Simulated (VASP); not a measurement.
# SnTe (Fm-3m) in VASP: a series of runs, part 2 of 2

VASP 6.6.1. The steps go on from the part before.

## 5. Comparison with measurements

Step 2. A measured gap of SnTe is 0.18 eV (direct; 300 K; a printed reference work, textbook); the calculated 0.16 eV misses it by -0.02 eV. Spin-orbit coupling on Sn, Te is left out. The value is that of PBEsol on a finite k mesh, which can miss the band edges, without temperature or zero-point motion. Semilocal functionals fall short of measured gaps as a rule.

Step 3. A measured gap of SnTe is 0.18 eV (direct; 300 K; a printed reference work, textbook); the calculated 0.16 eV misses it by -0.02 eV. Spin-orbit coupling on Sn, Te is left out. The value is that of PBEsol on a finite k mesh, which can miss the band edges, without temperature or zero-point motion. Semilocal functionals fall short of measured gaps as a rule.
